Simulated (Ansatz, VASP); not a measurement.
Two plane-wave programs on Li2S

```
S Li
1.0
     0.00000    2.88193    2.88193
     2.88193    0.00000    2.88193
     2.88193    2.88193    0.00000
S Li
1 2
Cartesian
  0.0000 0.0000 0.0000
  4.3229 4.3229 4.3229
  1.4410 1.4410 1.4410
```

Change from the starting cell: volume scaled by 1.04.

Alike in both runs: task single point; functional PBE; k mesh 8 × 8 × 8; occupations fermi-dirac, width 0.05 eV; no spin polarisation.

```csv
,VASP,Ansatz
version,VASP 6.6.1,Ansatz 0.2.0
potentials or method,"VASP PAW PBE potentials, release 64 (S, Li_sv)",Ansatz PAW
plane-wave cutoff (eV),520,420
valence electrons in the cell,12,12
```

Ansatz gave:

- gap on the k mesh at the Fermi level (eV): 3.41
- least direct gap on the mesh (eV): 4.09

Task: Estimate VASP's values.

Result: gap on the k mesh at the Fermi level (eV): 3.41; least direct gap on the mesh (eV): 4.10.

 A k mesh can miss the band edges.
